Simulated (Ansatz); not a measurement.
A plane-wave DFT run in Ansatz 0.2.0 (scalar-relativistic PAW potentials unless the input names others): input and command.

```yaml
crystal:
  lattice:
    - [3.1136926464, 0.0, 0.0]
    - [-1.5568463232, 2.6965369313, 0.0]
    - [0.0, 0.0, 4.9834165464]
  atoms:
    - { symbol: Al, position: [0.1888103983, 0.6666666667, -0.0436416716] }
    - { symbol: Al, position: [0.6666666667, 0.3333333333, 0.5015080761] }
    - { symbol: "N", position: [0.3333333333, 0.6666666667, 0.3834919239] }
    - { symbol: "N", position: [0.6666666667, 0.3333333333, 0.8834919239] }
basis:
  ecutwfc: 420
kpoints:
  mp_grid: { grid: [12, 12, 6] }
hamiltonian:
  xc: rpbe
scf:
  occupations: { method: gaussian, width: 0.05 }
output:
  forces: true
  eigenvalues: true
  stress: true
```

```bash
ansatz run input.yaml --threads 2 --pin off --max-ram 5120MiB --backend cpu --events-out ev --progress --plain --runs-dir out
```

Abridged log:
```
Basis set: ecut = 420 eV, 809 PW (Γ), exchange–correlation on 48×48×72 points (8 copies of the dense FFT grid, shifted against one another)
Bands: 12, of which v1, the nominal top of the filled ones, is band 8 counted from 1 (7 counted from 0)
Symmetry: 1 space group operations
k-points: 436 of 864 (time reversal used)
SCF iter   1: F=—  HF=-1854.153145 eV  |F-HF|=—  |Δ(HF+E_count)|=         —  Δρ=3.27e-3  dr2=4.21e-3  ethr=1.77e-3  ⟨swp⟩=5.7  Hψ=35328  notcnv=0
SCF iter   2: F=—  HF=-1854.153213 eV  |F-HF|=—  |Δ(HF+E_count)|=   6.82e-5  Δρ=1.58e-3  dr2=7.10e-4  ethr=2.63e-5  ⟨swp⟩=1.8  Hψ=10879  notcnv=0
SCF iter   3: F=—  HF=-1854.153403 eV  |F-HF|=—  |Δ(HF+E_count)|=   1.90e-4  Δρ=2.30e-4  dr2=2.56e-5  ethr=4.44e-6  ⟨swp⟩=2.8  Hψ=9007  notcnv=0
SCF iter   4: F=—  HF=-1854.153280 eV  |F-HF|=—  |Δ(HF+E_count)|=   1.23e-4  Δρ=6.89e-5  dr2=2.82e-6  ethr=1.60e-7  ⟨swp⟩=2.0  Hψ=7848  notcnv=0
SCF iter   5: F=—  HF=-1854.153281 eV  |F-HF|=—  |Δ(HF+E_count)|=   2.61e-7  Δρ=2.50e-5  dr2=2.57e-7  ethr=1.77e-8  ⟨swp⟩=2.0  Hψ=7612  notcnv=0
SCF iter   6: F=-1854.153281 eV  HF=-1854.153281 eV  |F-HF|=1.65e-8  |Δ(HF+E_count)|=   1.63e-7  Δρ=7.88e-6  dr2=2.13e-8  ethr=6.25e-10  ⟨swp⟩=5.0  Hψ=26683  notcnv=0
SCF 1 converged in 6 iterations: F = -1854.153281 eV  dr2 = 2.13e-8
SCF converged after 6 iterations
Free energy (F): -1854.153281 eV
Harris-Foulkes:  -1854.153281 eV  (|F-HF|=1.65e-8)
Internal energy: -1854.153281 eV  (E = F + TS)
E sigma→0 (E₀):  -1854.153281 eV
Fermi energy:    9.250268 eV
--- Forces (eV/Å), atoms counted from 1 ---
  atom   1  Al    13.74589365     9.26608320     6.22289592
  atom   2  Al    -0.30537075    -0.17321660    -1.66972426
  atom   3  N     -0.62994607     0.01987910    -0.33573327
  atom   4  N    -12.81048204    -9.11271185    -4.21751769
--- Stress (GPa, compression-positive) ---
       47.289670      40.295083      14.841697
       40.295171      36.964738      13.043994
       14.841764      13.044202       5.764991
  P = ⅓ Tr σ = 30.0065 GPa (300.065 kbar)
```

Apart from outputs and empty bands, the input differs from a reference run on usual settings in hamiltonian.xc: "pbesol" → "rpbe". The reference, at the same geometry (not necessarily relaxed), gave pressure 22.70 GPa, largest force 17.409 eV/Å, gap on the mesh 3.28 eV. This run converged in 6 SCF iterations (reference: 6) with a total energy on another zero, pressure 30.01 GPa, largest force 17.707 eV/Å, gap on the mesh 3.38 eV.

It took 15 s on 2 threads of Intel(R) Xeon(R) Processor @ 2.70GHz, on a shared host, peak memory 0.55 GiB.